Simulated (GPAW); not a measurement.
SnO:

```
Sn O
1.0
     3.81370    0.00000    0.00000
     0.00000    3.81370    0.00000
     0.00000    0.00000    4.88691
Sn O
2 2
Direct
  0.50000 0.00000 0.76463
  0.00000 0.50000 0.23537
  0.00000 0.00000 0.00000
  0.50000 0.50000 0.00000
```

The cell is a database's computed one.

```yaml
Program: GPAW 26.7.0
Task: relaxation of cell and atoms
Functional: PBEsol
Dispersion: D3(BJ)
Potentials_or_basis: PAW data sets generated in the run's folder for this functional
Cutoff: 800 eV
Basis: pw
k_mesh: 5 × 5 × 4
Occupations: fermi-dirac, width 0.05 eV
Spin: no spin polarisation
```

At the start: pressure -3.2 GPa; volume 17.77 Å³/atom.

Task: Where does the relaxation end?

Result: Over 12 steps the energy falls by 17.6 meV/atom and the volume is 16.08 Å³/atom (-9.5 %); space group P4/nmm (No. 129, to 0.05 Å).

The path:
| step | energy change (eV) | largest force (eV/Å) | pressure (GPa) | volume (Å³) |
| --- | --- | --- | --- | --- |
| 1 | 0.0000 | 0.0205 | -3.17 | 71.08 |
| 2 | -0.0049 | 0.0657 | -2.86 | 70.81 |
| 3 | -0.0310 | 0.4335 | 0.29 | 68.06 |
| 4 | -0.0356 | 0.3845 | 0.44 | 67.62 |
| 5 | -0.0483 | 0.0327 | 0.10 | 66.17 |
| 6 | -0.0495 | 0.0454 | -0.01 | 65.91 |
| 7 | -0.0521 | 0.1385 | -0.21 | 65.58 |
| 8 | -0.0582 | 0.2569 | -0.51 | 64.89 |
| 9 | -0.0645 | 0.2628 | -0.53 | 64.25 |
| 10 | -0.0687 | 0.1513 | -0.32 | 64.11 |
| 11 | -0.0703 | 0.0280 | -0.09 | 64.28 |
| 12 | -0.0704 | 0.0013 | -0.01 | 64.32 |

Final structure:
```yaml
crystal:
  lattice:
    - [3.75873, 0.00000, 0.00000]
    - [0.00000, 3.75873, 0.00000]
    - [0.00000, 0.00000, 4.55235]
  atoms:
    - { symbol: Sn, position: [0.50000, 0.00000, 0.74611] }
    - { symbol: Sn, position: [0.00000, 0.50000, 0.25389] }
    - { symbol: O, position: [0.00000, 0.00000, 0.00000] }
    - { symbol: O, position: [0.50000, 0.50000, 0.00000] }
```

Caveat: later steps reuse the first step's grids; pairwise dispersion overbinds metals, which lowers pressure and volume.
